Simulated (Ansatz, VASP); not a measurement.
## Al in VASP and in Ansatz

Contents of POSCAR:

```
Al
1.0
    0.0000000000      1.9956450439      1.9956450439
    1.9956450439      0.0000000000      1.9956450439
    1.9956450439      1.9956450439      0.0000000000
Al
1
Direct
    0.0000000000      0.0000000000      0.0000000000
```

Contents of INCAR.step1:

```
ALGO = Normal ; EDIFF = 1E-4
ENCUT = 520 ; GGA = PE
ISMEAR = 0 ; LASPH = T
LCHARG = F ; LREAL = F
LWAVE = T ; NBANDS = 8
NELM = 100 ; PREC = Accurate
SIGMA = 0.05
```

The input INCAR.step2:

```
ALGO = Normal ; EDIFF = 1E-6
ENCUT = 520 ; ISIF = 2
ISMEAR = 0 ; ISTART = 1
LASPH = T ; LCHARG = T
LELF = T ; LMIXTAU = T
LREAL = F ; LVHAR = T
LWAVE = F ; METAGGA = R2SCAN
NBANDS = 8 ; NELM = 100
PREC = Accurate ; SIGMA = 0.05
```

KPOINTS

```
k-points
0
Gamma
  18 18 18
```

Input for Ansatz:

```yaml
crystal:
  lattice:
    - [0.0, 1.9956450439, 1.9956450439]
    - [1.9956450439, 0.0, 1.9956450439]
    - [1.9956450439, 1.9956450439, 0.0]
  atoms:
    - { symbol: Al, position: [0.0, 0.0, 0.0] }
basis:
  ecutwfc: 500
  ecutrho_ratio: 4
kpoints:
  mp_grid: { grid: [18, 18, 18] }
hamiltonian:
  xc: r2scan
scf:
  occupations: { method: gaussian, width: 0.05 }
output:
  forces: true
  stress: true
  eigenvalues: true
```

Alike in both runs: task single point; functional r2SCAN; k mesh 18 × 18 × 18; occupations gaussian, width 0.05 eV; no spin polarisation.

```csv
,VASP,Ansatz
version,VASP 6.6.1,Ansatz 0.2.0
potentials or method,"VASP PAW PBE potentials, release 64 (Al)","scalar-relativistic, plane waves, PAW"
plane-wave cutoff (eV),520,500
valence electrons in the cell,3,3
```

|  | VASP | Ansatz | Ansatz less VASP |
| --- | --- | --- | --- |
| gap on the k mesh at the Fermi level (eV) | none | none | - |
| pressure (GPa) | -0.3 | 0.0 | +0.32 |

A gap of «none» marks a metal or a gap that the smearing closes. With one functional, cell and mesh, what is left measures potentials, basis and numerics.

Caveats: the PAW data sets were made with another functional, which shifts forces and pressure a little (VASP).
